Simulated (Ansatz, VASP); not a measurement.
**Two plane-wave programs on B**

```
B
1.0
    -1.17567    1.17567    1.17567
     1.17567   -1.17567    1.17567
     1.17567    1.17567   -1.17567
B
1
Direct
  0.00000 0.00000 0.00000
```

Alike in both runs: task relaxation of cell and atoms; functional PBE; k mesh 22 × 22 × 22; occupations fermi-dirac, width 0.1 eV; no spin polarisation.

```csv
,VASP,Ansatz
version,VASP 6.6.1,Ansatz 0.2.0
potentials or method,"VASP PAW PBE potentials, release 64 (B)","PAW with Ansatz's default frozen-core files, scalar-relativistic"
plane-wave cutoff (eV),600,420
valence electrons in the cell,3,3
```

Ansatz gave:

```
relaxed volume (Å³/atom)                                     : 6.15
relaxed cell length with the largest relative difference (Å) : 1.999
energy change over the relaxation (meV/atom)                 : -13
```

Question: Estimate VASP's values.

Answer: Relaxed volume (Å³/atom): 6.14; relaxed cell length with the largest relative difference (Å): 1.999; energy change over the relaxation (meV/atom): -13.
